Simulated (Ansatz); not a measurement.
# Ti: a stretch of c alone

An exercise on one series of results from a longer session: the logs are not shown, and one member is left open.

Computed with Ansatz 0.2.0 (DFT PBEsol, scalar-relativistic, plane waves, PAW, unless a step's input says otherwise).

1 further run of the same task is left out (set aside as unsound or not needed).

### The structure to begin with

It takes space group P6_3/mmc (No. 194, hexagonal). Conventional cell: a = 2.900 Å, b = 2.900 Å, c = 4.591 Å, α = 90.00°, β = 90.00°, γ = 120.00°. Around Ti (site symmetry -6m2) lie 12 Ti at 2.84 to 2.90 Å.

As a file:

```xyz
2
Lattice="2.9004 0.0000 0.0000 -1.4502 2.5119 0.0000 0.0000 0.0000 4.5910" Properties=species:S:1:pos:R:3 pbc="T T T"
Ti    0.0000    1.6746    1.1477
Ti    1.4502    0.8373    3.4432
```

This cell was relaxed beforehand with the same method: volume 16.72 Å³/atom, gap on the mesh none (metal).

The unstrained cell comes from an earlier run at this level (2 atoms, E(σ→0) -4947.7935 eV, gap none (metal)).

The first run:

input.yaml

```yaml
crystal:
  lattice:
    - [2.9004352004, 0.0, 0.0]
    - [-1.4502176002, 2.5118505656, 0.0]
    - [0.0, 0.0, 4.5450805424]
  atoms:
    - { symbol: Ti, position: [0.3333333333, 0.6666666667, 0.25] }
    - { symbol: Ti, position: [0.6666666667, 0.3333333333, 0.75] }
basis:
  ecutwfc: 420
kpoints:
  mp_grid: { grid: [24, 24, 12] }
hamiltonian:
  xc: pbesol
scf:
  occupations: { method: gaussian, width: 0.1 }
output:
  forces: true
  stress: true
  eigenvalues: true
```

Started as:

```console
> ansatz run input.yaml --threads 1 --pin off --max-ram 2560MiB --backend cpu --events-out ev --progress --plain --runs-dir out
```

Among the steps run: The cell strained by -1.0 %; The cell strained by +1.0 %; At -2.0 %; At +2.0 %; The cell strained by -3.0 %; At +3.0 %.

One table of the session follows, with a row left open; its other results are not shown here.

Lengths are those of the vectors of the cell that was run; stresses in GPa:

| strain (%) | ΔE (meV/atom) | c (Å) |
| --- | --- | --- |
| -3.0 | 9.7 | 4.453 |
| -2.0 | 4.2 | 4.499 |
| -1.0 | 1.0 | 4.545 |
| +0.0 | 0.0 | 4.591 |
| +1.0 | 1.1 | 4.637 |
| +2.0 | ? | ? |
| +3.0 | 9.2 | 4.729 |

Estimate the missing values for strain (%) = +2.0.

Worked estimate for «ΔE (meV/atom)». A straight line through the neighbours (1.0, 1.1) and (3.0, 9.2) gives 1.1 + (9.2 − 1.1) × (2.0 − 1.0) / (3.0 − 1.0) = 5.2; a parabola fitted to 3 rows on both sides gives 4.2.

As computed: ΔE (meV/atom): 4.3; c (Å): 4.683. In «ΔE (meV/atom)» the line misses by +0.9 and the parabola by -0.1.

ΔE is over the unstrained cell. Stress in GPa, positive in compression, on the Cartesian axes of the input. 
